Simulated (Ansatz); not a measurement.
## Relaxing WC

All numbers below come from DFT r2SCAN, scalar-relativistic, plane waves, PAW in Ansatz. Settings: 500 eV cutoff, 24×24×18 k-mesh, Gaussian smearing of 0.10 eV, no spin polarisation.

What was changed: biaxial strain in the a-b plane, c and atoms relaxed: -4.5 %.

Spin–orbit coupling is left out, which can shift energies with elements as heavy as these.

Command:

```bash
ansatz run input.yaml --threads 1 --pin off --max-ram 2560MiB --backend cpu --events-out ev --progress --plain --runs-dir out
```

Input:

```yaml
crystal:
  lattice:
    - [2.7810515828, 0.0, 0.0]
    - [-1.3905257914, 2.40846132, 0.0]
    - [0.0, 0.0, 2.9127681289]
  atoms:
    - { symbol: W, position: [0.0, 0.0, 0.0] }
    - { symbol: C, position: [0.6666666667, 0.3333333333, 0.5] }
basis:
  ecutwfc: 500
kpoints:
  mp_grid: { grid: [24, 24, 18] }
hamiltonian:
  xc: r2scan
scf:
  occupations: { method: gaussian, width: 0.1 }
output:
  forces: true
  stress: true
  eigenvalues: true
relax:
  adjacent_minimum: "off"
  f_tol: 0.008
  max_steps: 40
  cell: { stress_tol: 0.015, fix: [a, b, gamma] }
```

F is the free energy. Steps run on the plane waves of an earlier cell, but the last one, and at times one on the way, on a freshly chosen basis, so a repeated geometry can differ a little in energy. The held parts of the cell keep their stress, so P needn't end at zero.

Steps:

| step | F − F(1) (eV) | largest force component (eV/Å) | V (Å³/atom) | P (GPa) |
| --- | --- | --- | --- | --- |
| 1 | 0.0000 | 0.000 | 9.755 | 28.47 |
| 2 | -0.0035 | 0.000 | 9.612 | 36.52 |
| 3 | -0.0055 | 0.000 | 9.668 | 33.26 |
| 4 | -0.0055 | 0.000 | 9.666 | 33.37 |
| 5 | -0.0054 | 0.000 | 9.666 | 33.37 |

Relaxed structure:

```xyz
2
Lattice="2.7811 0.0000 0.0000 -1.3905 2.4085 0.0000 0.0000 0.0000 2.8863" Properties=species:S:1:pos:R:3 pbc="T T T"
W     0.0000    0.0000    0.0000
C     1.3905    0.8028    1.4431
```

Symmetry: P-6m2, No. 187, hexagonal system. Conventional cell: a = 2.781 Å, b = 2.781 Å, c = 2.886 Å, α = 90.00°, β = 90.00°, γ = 120.00°. Around W (site symmetry -6m2) lie 6 C at 2.16 Å. C (site symmetry -6m2) is surrounded by 6 W at 2.16 Å.

The run converged. It took 3.1 min on 1 thread of Arm Neoverse V2, on a shared host, peak memory 0.6 GiB.